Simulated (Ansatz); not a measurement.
This script makes an equation of state with a fit of CuI, space group Cmcm with the Python package of Ansatz (0.2.0).

`eos_cui.py`:
```python
"""Equation of state of CuI."""

import ansatz as az
import numpy as np
from pymatgen.analysis.eos import EOS

VECTORS = np.array([
    [3.73316759, -3.71108637, 0.0],
    [3.73316759, 3.71108637, 0.0],
    [0.0, 0.0, 4.30699767],
])
SITES = [
    ("Cu", [0.42043883, 0.57956117, 0.75]),
    ("Cu", [0.57956117, 0.42043883, 0.25]),
    ("I", [0.77004268, 0.22995732, 0.75]),
    ("I", [0.22995732, 0.77004268, 0.25]),
]


def crystal_on(cell):
    crystal = az.Crystal(lattice=az.Lattice.of(cell))
    for symbol, position in SITES:
        crystal = crystal.atom(symbol, position)
    return crystal


def main() -> None:
    # scale the volume, keep shape and fractions
    volumes, energies = [], []
    for scale in np.linspace(0.95, 1.07, 5):
        cell = VECTORS * scale ** (1 / 3)
        calculation = (
            crystal_on(cell).calculation()
            .functional("r2scan")
            .pseudopotentials("paw")
            .occupations(az.OccupationsMethod.FIXED)
            .scf(tolerance=1e-10)
            .basis(600)
            .kpoints(4, 4, 6)
        )
        data = calculation.run(threads=1, pin="off").report
        volumes.append(abs(np.linalg.det(cell)) / len(SITES))
        energies.append(data["free_energy_ev"] / len(SITES))
        print(f"V = {volumes[-1]:8.4f} A^3/atom  F = {energies[-1]:.5f} eV/atom")

    for form in ["vinet", "birch_murnaghan", "pourier_tarantola"]:
        fit = EOS(eos_name=form).fit(volumes, energies)
        print(f"{form:18s} V0 {fit.v0:8.4f} A^3/atom  B0 {fit.b0_GPa:7.1f} GPa  B1 {fit.b1:5.2f}")


if __name__ == "__main__":
    main()
```

Its results, one of them left out:

| V (Å³/atom) | F less the lowest row shown (meV/atom) |
| --- | --- |
| 28.343 | ? |
| 29.238 | 1.79 |
| 30.133 | 0.00 |
| 31.028 | 4.64 |
| 31.923 | 14.66 |

What is the missing energy at 28.343 Å³ an atom?

A third-order Birch-Murnaghan fit, E = E0 + (9 V0 B0 / 16) [(t - 1)³ B' + (t - 1)² (6 - 4t)] with t = (V0/V)^(2/3), through the 4 rows shown gives V0 = 29.912 Å³, B0 = 40.2 GPa, B' = 5.06 and E0 = -0.20 meV. At V = 28.343 Å³, t = 1.03657, and the fit extrapolates to 11.30 meV. The run gave 11.29 meV, a miss of 0.01 meV.

Notes:
- Shape and fractional positions are held along the curve, so the bulk modulus is an upper value where they are free to relax, by a factor of two or more in layered or hydrogen-bonded cells.
- Without a Hubbard U or exact exchange, semilocal functionals often make such 3d compounds metallic or too weakly gapped.
- The structure comes from a database of computed cells and needn't be a stable or known phase.
- Run time: 56 s on 1 thread of Intel(R) Xeon(R) 6975P-C (Granite Rapids), on a shared host, peak memory 0.91 GiB.
